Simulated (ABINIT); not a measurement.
Runs of ABINIT 10.8.3 (patched build) on HfN. It takes space group F-43m (No. 216, cubic). The conventional cell has a = 4.910 Å, b = 4.910 Å, c = 4.910 Å, α = 90.00°, β = 90.00°, γ = 90.00°. Around Hf (site symmetry -43m) lie 4 N at 2.13 Å. N (site symmetry -43m) has 4 Hf at 2.13 Å as nearest neighbours. The cell comes from a database or a generator and needn't be the stable form of this composition.

```tsv
task	potentials or basis	spin	cell	k mesh	cutoff (eV)	cell freedom (optcell)	optimiser (ionmov)	cutoff smearing ecutsm (Ha)	force stop (Ha/bohr)	bands in the sums	gap on the mesh (eV)	pressure (GPa)
relaxation of cell and atoms	PseudoDojo NC SR PBEsol v0.4.1 standard	off	relaxed	7 × 7 × 7	1143	2	2	0.5	2e-05	-	none	0.0
optical spectrum	PseudoDojo NC SR PBEsol v0.4.1 standard	off	as given	6 × 6 × 6, with 4 shifts	980	-	-	-	-	14	-	-5.9
phonon dispersion	PseudoDojo NC SR PBEsol v0.4.1 standard	off	cell relaxed at zero pressure by an earlier run	4 × 4 × 4, with 4 shifts	1143	-	-	0.5	-	-	-	0.2
single point	PseudoDojo NC SR PBEsol v0.4.1 standard	off	cell relaxed	7 × 7 × 7	1143	-	-	-	-	-	none	0.0
single point	PseudoDojo NC FR PBEsol v0.4 standard	SOC, no magnetisation	as given	7 × 7 × 7	1143	-	-	-	-	-	none	(a)
single point	PseudoDojo NC SR PBEsol v0.4.1 standard	off	as given	7 × 7 × 7	980	-	-	-	-	-	none	-5.9
```

Alike in all rows: level PBEsol; smearing fermi-dirac 0.05 eV.

Q: Estimate the missing entries.

A: (a) -5.8.

Caveats: the cutoff is short for stress, so the pressure is rough (some runs); the intraband (Drude) term is left out (some runs); spectra need much finer meshes, so this one isn't converged (some runs); independent-particle spectra lack excitons (some runs); the mesh is coarse for a metal's response (some runs).

A k mesh can miss the band edges, and rows without SOC leave out spin-orbit coupling on Hf.

A gap of «none» marks a metal or a gap under the smearing width.
